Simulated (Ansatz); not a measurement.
AlAs (started from an entry of an open crystallographic database) (r2SCAN geometry), in Ansatz:

```
Al As
1.0
     0.00000    2.83893    2.83893
     2.83893    0.00000    2.83893
     2.83893    2.83893    0.00000
Al As
1 1
Cartesian
  0.0000 0.0000 0.0000
  1.4195 1.4195 1.4195
```

G0W0@PBE with 250 empty bands, a screening cutoff of 180 eV and a 6×6×6 mesh (PAW, contour deformation) gives 2.160 eV over the mesh points, from a PBE gap of 1.457 eV; it sums over 259 bands with 259 plane waves in the screening and a wave cutoff of 420 eV. G0W0 here is at a finite number of bands, screening cutoff and k mesh, not at the basis limit. Calculated for a static, non-magnetic cell.

Q: Estimate the gap with frequency model Godby-Needs pole.

A: 2.102 eV (-0.058 eV), from a Kohn-Sham gap of 1.457 eV.

Q: Estimate the gap with mesh 8×8×8, empty bands 74, screening cutoff 80 eV.

A: 1.983 eV (-0.177 eV), from a Kohn-Sham gap of 1.460 eV.

Spin-orbit coupling is left out.
